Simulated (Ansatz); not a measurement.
Runs of Ansatz 0.2.0 on TiTe2. It takes space group P-3m1 (No. 164, trigonal). Conventional cell: a = 3.777 Å, b = 3.777 Å, c = 6.498 Å, α = 90.00°, β = 90.00°, γ = 120.00°. Around Te (site symmetry 3m) lie 3 Ti at 2.77 Å. Ti (site symmetry -3m) is surrounded by 6 Te at 2.77 Å. 

```tsv
level	U	hubbard projectors	double counting	gap on the mesh (eV)	pressure (GPa)	relaxed volume (Å³/atom)
PBE	-	-	-	none	0.0	27.86
PBE+U	Ti d U = 2 eV	ortho-atomic (the default)	fll (the default)	none	0.0	30.79
PBE+U	Ti d U = 3 eV	ortho-atomic (the default)	fll (the default)	none	0.0	(a)
PBE+U	Ti d U = 5 eV	ortho-atomic (the default)	fll (the default)	0.56	0.0	(b)
PBE+U	Ti d U = 8 eV	ortho-atomic (the default)	fll (the default)	0.60	0.0	36.58
```

Alike in all rows: task relaxation of cell and atoms; potentials or basis Ansatz PAW; no spin polarisation; cell relaxed; k mesh 8 × 8 × 4; cutoff (eV) 420; smearing fermi-dirac 0.05 eV.

Q: Fill in the values left out.

A: (a) 32.03; (b) 34.79.

Caveats: the plane-wave basis is chosen anew once the cell has moved, so the energies of steps on either side of that aren't comparable; the volume moved by over 15 % at a fixed basis, so the end points are rough (some runs); this functional lacks dispersion, which binds the layers, so the pressure and a relaxed spacing across them are unreliable, and here the layers came unbound (some runs); the U is typed as a test and isn't derived for this compound (some runs); U without spin polarisation on a metal has little footing (some runs); spin-orbit coupling is left out, which moves the levels of the heavy elements (some runs); this functional lacks dispersion, which binds the layers, so the pressure and a relaxed spacing across them are unreliable (some runs).

A k mesh can miss the band edges, and the runs leave out spin-orbit coupling on Te.

A gap of «none» marks a metal or a gap under the smearing width.
